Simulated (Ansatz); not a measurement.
## Elastic constants of InSe: input and output

All numbers below come from DFT LDA, scalar-relativistic, plane waves, PAW (Ansatz).

Launched with:
```bash
ansatz run input.yaml --threads 2 --pin off --max-ram 6144MiB --backend cpu --events-out ev --progress --plain --runs-dir out
```

Input (bare energies are in eV):
```yaml
crystal:
  lattice:
    - [1.9866734633, 1.1470064589, 8.129793093]
    - [-1.9866734633, 1.1470064589, 8.129793093]
    - [0.0, -2.2940129177, 8.129793093]
  atoms:
    - { symbol: In, position: [-0.0001057046, -0.0001057046, -0.0001057046] }
    - { symbol: In, position: [0.1123249906, 0.1123249906, 0.1123249906] }
    - { symbol: Se, position: [0.6145725444, 0.6145725444, 0.6145725444] }
    - { symbol: Se, position: [0.8309081696, 0.8309081696, 0.8309081696] }
basis:
  ecutwfc: 420
kpoints:
  mp_grid: { grid: [12, 12, 12] }
hamiltonian:
  xc: lda
scf:
  occupations: { method: gaussian, width: 0.01 }
output:
  forces: true
  stress: true
  eigenvalues: true
elastic:
  mode: clamped_ion
  stencil: two_point
```

From the output:
```
--- Elastic constants: 3 strain directions × 2 members + reference (group order 6) ---
  dense FFT box of the reference and of every strained cell: 60×60×60
  strains applied: 11, 33, 23; error gains: componentwise 1.00 (the most a stress slope's error grows in a printed constant), spectral 1.41 (1 for all six strains in a standard setting)
  C = ∂σ_k/∂η_j (tension-positive GPa; Voigt order 11 22 33 23 13 12):
       105.562     33.672     32.186      1.679     -0.000     -0.000
        33.672    105.562     32.186     -1.679      0.000     -0.000
        32.185     32.185    102.681     -0.000      0.000     -0.000
         1.679     -1.679     -0.000     40.032      0.000      0.000
        -0.000      0.000     -0.000      0.000     40.032      1.679
         0.000     -0.000      0.000     -0.000      1.679     35.945
  reference stress σ⁰ (GPa):      0.000      0.000      0.000      0.000     -0.000     -0.000
  C* (energy form; C + prestress term) asymmetry max|C*_kj − C*_jk| = 5.207e-4 GPa — a small one proves nothing (zero by symmetry where the batch's group is 432, −43m or m−3m); a large one is finite-difference/SCF noise where every solve ...
  moduli (Voigt/Reuss/Hill, GPa): K = 56.65/56.63/56.64   G = 37.59/37.42/37.50   E = 92.17   ν = 0.229
  mechanically stable: yes (min eigenvalue of sym C = 35.34 GPa)
  strain η (Voigt 11):  stress-route row diagonal C_11 = 105.56 GPa, energy-path curvature d²(F+E_count+ΔE)/dδ²/Ω₀ = 105.59 GPa
         δ    σ_11 (GPa) F (eV) n_scf n_hpsi n_pw
    -2.000e-3      -0.2125      -21682.7526125      10  352371   2200
     2.000e-3       0.2097      -21682.7526128       7  298035   2204
  strain η (Voigt 33):  stress-route row diagonal C_33 = 102.68 GPa, energy-path curvature d²(F+E_count+ΔE)/dδ²/Ω₀ = 102.68 GPa
         δ    σ_33 (GPa) F (eV) n_scf n_hpsi n_pw
    -2.000e-3      -0.2065      -21682.7526149      10  138835   2200
     2.000e-3       0.2042      -21682.7526171       6  102964   2206
  strain η (Voigt 23):  stress-route row diagonal C_44 = 40.03 GPa, energy-path curvature d²(F+E_count+ΔE)/dδ²/Ω₀ = 40.08 GPa
         δ    σ_23 (GPa) F (eV) n_scf n_hpsi n_pw
    -2.000e-3      -0.0800      -21682.7527029       8  303746   2200
     2.000e-3       0.0801      -21682.7527037       6  252259   2200
```

It took 3.8 min on 2 threads of Intel(R) Xeon(R) 6975P-C (Granite Rapids), on a shared host, peak memory 1.7 GiB.

The crystal is built of layers and no dispersion correction was added, so the binding between them is poorly described, and with it their spacing and whatever depends on it.

Clamped-ion constants are upper bounds: once the atoms relax, a strain can turn out softer or unstable.